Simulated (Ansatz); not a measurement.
## Trends among crystals of one structure type (P6_3mc)

All 3 crystals share space group P6_3mc (No. 186) and the same kinds of sites, 4 atoms in the primitive cell. They are database entries and needn't be the stable phases. The set is a selection: crystals with unstable modes on a coarse mesh or in a metal were left out. Cells are relaxed by PAW under the functional.

Quantity: harmonic phonons by finite displacements (no LO-TO term; negative means unstable), on a 1×1×1 q mesh. Level: LDA, all-electron LAPW in Ansatz 0.2.0, scalar-relativistic.

| crystal | cell (conventional) | k mesh | smearing (eV) |
| --- | --- | --- | --- |
| MgTe | a = 4.509, c = 7.337 Å | 6×6×4 | none |
| ZnO | a = 3.187, c = 5.152 Å | 8×8×4 | none |
| ZnS | a = 3.738, c = 6.143 Å | 6×6×4 | none |

Question: Rank them by highest mode, lowest first.
A. ZnS
B. ZnO
C. MgTe

Answer: C (268 cm⁻¹), A (349 cm⁻¹), B (555 cm⁻¹).

All values:

```tsv
crystal	highest mode (cm⁻¹)	lowest optical at Γ (cm⁻¹)
MgTe	268	36.5
ZnO	555	90.2
ZnS	349	70.5
```

Caveats: zone-boundary modes aren't tested; wurtzite ZnS is metastable at ambient conditions (ZnS).
